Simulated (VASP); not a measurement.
MoS2 (strained 2H (MoS2) bulk): one PBE single-point calculation in two programs

```yaml
crystal:
  lattice:
    - [3.17302, 0.00000, 0.00000]
    - [-1.58651, 2.74792, 0.00000]
    - [0.00000, 0.00000, 12.80897]
  atoms:
    - { symbol: Mo, position: [0.33333, 0.66667, 0.25000] }
    - { symbol: Mo, position: [0.66667, 0.33333, 0.75000] }
    - { symbol: S, position: [0.66667, 0.33333, 0.37164] }
    - { symbol: S, position: [0.66667, 0.33333, 0.12836] }
    - { symbol: S, position: [0.33333, 0.66667, 0.87164] }
    - { symbol: S, position: [0.33333, 0.66667, 0.62836] }
```

Datasets and cutoffs are each program's own. VASP's cell holds 52 valence electrons and Ansatz's 52. Ansatz's stress includes a Pulay correction; VASP's doesn't.

Cutoffs: 520 eV in VASP, 420 eV in Ansatz. k meshes: 12×12×2 and 12×12×2.

|  | VASP | Ansatz |
| --- | --- | --- |
| gap between bands v and c | 1.09 eV | 1.08 eV |
| least direct gap | 1.66 eV | 1.65 eV |
| pressure | 1.7 GPa | 1.8 GPa |
| largest force | 0.09 eV/Å | 0.11 eV/Å |

Band v is the last that the valence electrons fill when counted band by band, and c is the next. Levels in eV from the top of v, Ansatz:

```json
{"point": "Γ", "v−1": "-0.95", "v": "0.00", "c": "2.22", "c+1": "2.22"}
{"point": "M", "v−1": "-1.24", "v": "-1.17", "c": "1.70", "c+1": "1.73"}
{"point": "K", "v−1": "-0.63", "v": "-0.52", "c": "1.13", "c+1": "1.13"}
{"point": "A", "v−1": "-0.27", "v": "-0.27", "c": "2.23", "c+1": "2.23"}
{"point": "L", "v−1": "-1.20", "v": "-1.20", "c": "1.72", "c+1": "1.72"}
{"point": "H", "v−1": "-0.58", "v": "-0.58", "c": "1.13", "c+1": "1.13"}
```

VASP:

```json
{"point": "Γ", "v−1": "-0.94", "v": "0.00", "c": "2.23", "c+1": "2.23"}
{"point": "M", "v−1": "-1.23", "v": "-1.16", "c": "1.72", "c+1": "1.75"}
{"point": "K", "v−1": "-0.62", "v": "-0.51", "c": "1.15", "c+1": "1.15"}
{"point": "A", "v−1": "-0.27", "v": "-0.27", "c": "2.24", "c+1": "2.24"}
{"point": "L", "v−1": "-1.19", "v": "-1.19", "c": "1.73", "c+1": "1.73"}
{"point": "H", "v−1": "-0.57", "v": "-0.57", "c": "1.15", "c+1": "1.15"}
```

Forces (eV/Å), VASP:

```
atom     Fx     Fy      Fz
  Mo  0.000  0.000   0.000
  Mo  0.000  0.000   0.000
   S  0.000  0.000   0.094
   S  0.000  0.000  -0.094
   S  0.000  0.000   0.094
   S  0.000  0.000  -0.094
```

Ansatz:

```json
{"atom": "Mo", "Fx": "0.000", "Fy": "0.000", "Fz": "0.000"}
{"atom": "Mo", "Fx": "0.000", "Fy": "0.000", "Fz": "0.000"}
{"atom": "S", "Fx": "0.000", "Fy": "0.000", "Fz": "0.107"}
{"atom": "S", "Fx": "0.000", "Fy": "0.000", "Fz": "-0.107"}
{"atom": "S", "Fx": "0.000", "Fy": "0.000", "Fz": "0.107"}
{"atom": "S", "Fx": "0.000", "Fy": "0.000", "Fz": "-0.107"}
```
